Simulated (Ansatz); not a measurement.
# Notes on I

```
I
1.0
     1.80118    3.11974    0.00000
    -1.80118    3.11974    0.00000
     0.00000    0.00000    6.79361
I
2
Direct
  0.33333 0.33333 0.25000
  0.66667 0.66667 0.75000
```

The numbers come from plane-wave PAW DFT (Ansatz): PBE, no spin polarisation, 420 eV, 11×11×5 Γ-centred k points, fermi-dirac occupations (width 0.1 eV). Nothing was relaxed.

Task: What happens at the Fermi level?

Result: It is a metal, with about 3.7 states/eV a cell as the mean within 0.25 eV of the Fermi level, mostly I p (99 %).

Task: Describe some of the short contacts.

Result: I–I at 3.60 Å: least valence density 0.11 e/Å³ and ELF 0.18 there. These are pseudo-fields; inside the PAW spheres they differ from the all-electron ones.

Task: Is the cell too large or too small?

Result: The pressure is -1.0 GPa (compression positive), so with the atoms held at these fractions the cell would first shrink. The principal stresses -2.5, -2.5, 2.0 GPa differ, so its shape would change too.

Origin: a known structure type with other elements, at an estimated volume, so it need not be a known compound. Caveats: many states at the Fermi level without spin polarisation, so a magnetic state may lie lower.
